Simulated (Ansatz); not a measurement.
The system is Fe.

```
CELL_PARAMETERS angstrom
-1.44300 1.44300 1.44300
1.44300 -1.44300 1.44300
1.44300 1.44300 -1.44300
ATOMIC_POSITIONS crystal
Fe 0.00000 0.00000 0.00000
```

- Program: Ansatz 0.2.0
- Task: relaxation of cell and atoms
- Functional: PBEsol
- Dispersion: D3(BJ)
- Potentials or basis: Ansatz PAW
- Cutoff: 420 eV (not typed: the program's choice for these potentials)
- k mesh: 13 × 13 × 13
- Occupations: fermi-dirac, width 0.05 eV
- Spin: collinear spin, ferromagnetic start
- Starting moments: [3.0] μB

At the start: volume 12.02 Å³/atom.

Question: How do energy, volume and symmetry change on relaxing?

Answer: It ends after 5 steps and the volume is 10.55 Å³/atom (-12.2 %); space group Im-3m (No. 229, to 0.05 Å); moment 2.02 μB per cell.

The path:
```tsv
step	energy change (eV)	largest force (eV/Å)	volume (Å³)
1	0.0000	0.0000	12.02
2	-0.1023	0.0000	11.06
3	-0.1170	0.0000	10.36
4	-0.1197	0.0000	10.55
5	-0.1189	0.0000	10.55
```

Final structure:
```yaml
crystal:
  lattice:
    - [-1.38168, 1.38168, 1.38168]
    - [1.38168, -1.38168, 1.38168]
    - [1.38168, 1.38168, -1.38168]
  atoms:
    - { symbol: Fe, position: [0.00000, 0.00000, 0.00000] }
```

Caveat: the plane-wave basis is chosen anew once the cell has moved, so the energies of steps on either side of that aren't comparable; the volume moved by -12 % from the deposited cell, more than functionals usually miss; the PAW data sets come from PBE, with cores solved anew for the run's functional, which leaves a small shift of forces and pressure.
